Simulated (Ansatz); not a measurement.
InN:
Space group P6₃mc (No. 186); a = b = 3.581 Å, c = 5.788 Å, α = β = 90.00°, γ = 120.00°

```csv
atom,site,symmetry,x,y,z
In,2b,3m.,0.6667,0.3333,0.0020
N,2b,3m.,0.3333,0.6667,0.1232
```

Relaxed at zero pressure with PBE (plane waves, PAW; program Ansatz).

Task: The volume is raised by 9 % and shape and atoms relax at that volume. What pressure results, and how do the axes share the change?

Result: -8.5 GPa; a 2.9 %, b 2.9 %, c 3.0 %; the energy rises by 42 meV/atom.

Task: Give the new structure.

Result: 
Space group P6₃mc (No. 186); a = b = 3.683 Å, c = 5.963 Å, α = β = 90.00°, γ = 120.00°

| atom | site | symmetry | x | y | z |
|---|---|---|---|---|---|
| In | 2b | 3m. | 0.6667 | 0.3333 | 0.0018 |
| N | 2b | 3m. | 0.3333 | 0.6667 | 0.1234 |

The phase is kept; no other phase was compared at this pressure.

Space group P6_3mc (wurtzite). The PBE relaxation kept the symmetry of its start.

Potentials: the later of the program's two PAW sets.
